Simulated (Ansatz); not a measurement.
## Ta: phonon entropy and phonon heat capacity against temperature

Harmonic vibrational free energy, entropy and heat capacity at constant volume, per atom, from the force constants of a q mesh, imaginary modes left out; plane waves with PAW datasets, Gamma-centred k mesh. The results are calculated, by Ansatz 0.2.0.

Structure of every row (space group Im-3m, No. 229):
```
Ta
1.0
     -1.6609     1.6609     1.6609
      1.6609    -1.6609     1.6609
      1.6609     1.6609    -1.6609
Ta
1
Direct
  0.00000 0.00000 0.00000
```

Settings of every row: functional PBE; dispersion none; spin none; wave cutoff 420 eV; k mesh 20x20x20; occupations fermi dirac; smearing width 0.15 eV; pressure 0 GPa; phonon method linear response; q mesh 2x2x2.

Limits: coarse q mesh; levels loosely converged; metal sensitive to the k mesh; no spin-orbit coupling, which can matter with elements this heavy.

```csv
row,temperature (K),phonon entropy (kB/atom),phonon heat capacity (kB/atom),phonon free energy (meV/atom)
1,200,3.615,2.81,-7.2
2,300,?,?,?
3,400,5.622,2.951,-88.7
4,500,6.282,2.968,-140.1
5,600,6.825,2.978,-196.6
6,700,7.284,2.984,-257.5
7,800,7.683,2.987,-322
8,900,8.035,2.99,-389.7
9,1000,8.35,2.992,-460.3
```

Question: what phonon entropy and phonon heat capacity should row 2 give?

Worked fit of phonon entropy. Entropy rises as the heat capacity times the change of ln T, so take t = ln(T / 300 K). The shown rows have t = -0.4055, 0.2877, 0.5108, 0.6931, 0.8473, 0.9808, 1.0986, 1.204. Least squares give phonon entropy = 4.7855 + 2.90744 × t + 0.04597 × t² kB/atom; a straight line predicts inner rows, each left out in turn, worse (root mean square 0.012 against 0.003 kB/atom). The rows lie off it by 0.001, -0.004, -0.001, 0.002, 0.002, 0.002, 0.000, -0.003, a smooth pattern that one more power would take up: the form is only approximate. The slope at t = 0, 2.91 kB/atom, estimates the heat capacity at 300 K. The withheld row has t = 0, so the fit gives 4.7855 + 2.90744 × (0) + 0.04597 × (0)² = 4.785 kB/atom.

The calculation gave 4.778 kB/atom. The fit lies 0.007 kB/atom (0.15 % of the column's range) above it; its largest miss of a shown row is 0.004 kB/atom.

Worked fit of phonon heat capacity. At high temperature a harmonic heat capacity falls short of its limit by a term in 1/T², so take t = (100 K / T)². The shown rows have t = 0.25, 0.0625, 0.04, 0.02778, 0.02041, 0.01562, 0.01235, 0.01. Their means are 0.054832 and 2.9575 kB/atom; the sums about the means are S_tt = 0.04564 and S_ty = -0.03454, whose ratio is the slope. Least squares give phonon heat capacity = 2.999 − 0.7569 × t kB/atom. The rows lie off it by 0.000, -0.001, -0.001, 0.000, 0.000, 0.000, 0.000, 0.001. The constant, 2.999 kB/atom, is to be held against the harmonic limit of 3 k_B an atom. The withheld row has t = 0.11111, so the fit gives 2.999 − 0.7569 × (0.11111) = 2.915 kB/atom.

The calculation gave 2.913 kB/atom. The fit lies 0.002 kB/atom (1.1 % of the column's range) above it; its largest miss of a shown row is 0.001 kB/atom.

The other values of row 2: phonon free energy -43.7 meV/atom.
